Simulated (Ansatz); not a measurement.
# WSe2: the cost of one run

Program: Ansatz 0.2.0. Level of theory: DFT PBE+D3(BJ), scalar-relativistic, plane waves, PAW, and further levels as typed in the inputs. These are calculated values, not measurements.

**1. The structure to begin with**

Symmetry: P-3m1, No. 164, trigonal system. Conventional cell: a = 3.282 Å, b = 3.282 Å, c = 27.830 Å, α = 90.00°, β = 90.00°, γ = 120.00°. Around Se (site symmetry 3m) lie 3 W at 2.53 Å. W (site symmetry 3m) is surrounded by 6 Se at 2.53 Å.

Structure file:

```cif
data_structure
_symmetry_space_group_name_H-M 'P-3m1'
_symmetry_Int_Tables_number 164
_cell_length_a 3.2820
_cell_length_b 3.2820
_cell_length_c 27.8300
_cell_angle_alpha 90.000
_cell_angle_beta 90.000
_cell_angle_gamma 120.000
_cell_volume 259.61
loop_
_atom_site_label
_atom_site_type_symbol
_atom_site_symmetry_multiplicity
_atom_site_Wyckoff_symbol
_atom_site_fract_x
_atom_site_fract_y
_atom_site_fract_z
_atom_site_occupancy
Se1 Se 2 d 0.66667 0.33333 0.32339 1
W1 W 2 d 0.33333 0.66667 0.38358 1
Se2 Se 2 d 0.66667 0.33333 0.44377 1
```

**2. Relaxing the atoms: W2Se4 sheet, no spin**

Contents of input.yaml:

```yaml
crystal:
  lattice:
    - [3.282, 0.0, 0.0]
    - [-1.641, 2.8422953752, 0.0]
    - [0.0, 0.0, 27.83]
  atoms:
    - { symbol: Se, position: [0.6666666667, 0.3333333333, 0.323392023] }
    - { symbol: W, position: [0.3333333333, 0.6666666667, 0.3835788717] }
    - { symbol: Se, position: [0.6666666667, 0.3333333333, 0.4437657204] }
    - { symbol: Se, position: [0.3333333333, 0.6666666667, 0.5562342796] }
    - { symbol: W, position: [0.6666666667, 0.3333333333, 0.6164211283] }
    - { symbol: Se, position: [0.3333333333, 0.6666666667, 0.676607977] }
  periodic: [true, true, false]
scf:
  occupations: { method: gaussian, width: 0.02 }
  n_extra_bands: 6
output:
  forces: true
  stress: false
  write_density: true
  write_potential: true
  elf: true
  volumetric_format: npy
kpoints:
  mp_grid: { grid: [12, 12, 1] }
hamiltonian:
  xc: pbe
  dispersion: d3bj
relax:
  f_tol: 0.005
  max_steps: 100
```

Command:

```sh
> ansatz run input.yaml --threads 8 --pin off --max-ram 32768MiB --backend cpu --events-out ev --progress --plain --runs-dir out
```

What time and memory should one allow on 8 threads of AMD EPYC 9R45 (Zen 5), shared host?

About 7.2 s, with a peak of 1.4 GiB.
